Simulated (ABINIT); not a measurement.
PbS:

```
CELL_PARAMETERS angstrom
3.65366 0.00000 0.00000
0.00000 3.65366 0.00000
0.00000 0.00000 3.65366
ATOMIC_POSITIONS crystal
Pb 0.00000 0.00000 0.00000
S 0.50000 0.50000 0.50000
```

Measurements of this composition are mostly on another form, of space group No. 225.

Base run:

* Program: ABINIT 10.8.3 (patched build)
* Functional: PBEsol
* Potentials or basis: JTH PAW PBE v2.0
* Cutoff: 599 eV
* k mesh: 7 × 7 × 7
* Occupations: fermi-dirac, width 0.05 eV
* Spin: no spin polarisation

Its results: pressure -3.4 GPa.

Q: The run is repeated on the same cell with these changes: functional from PBEsol to r2SCAN; cutoff from 599 eV to 707 eV; fine-grid cutoff from 1197.3 eV to 1306.15 eV. What comes out?

A: Pressure -0.8 GPa.

Caveats: the PAW data sets were made with another functional, which shifts forces and pressure a little.
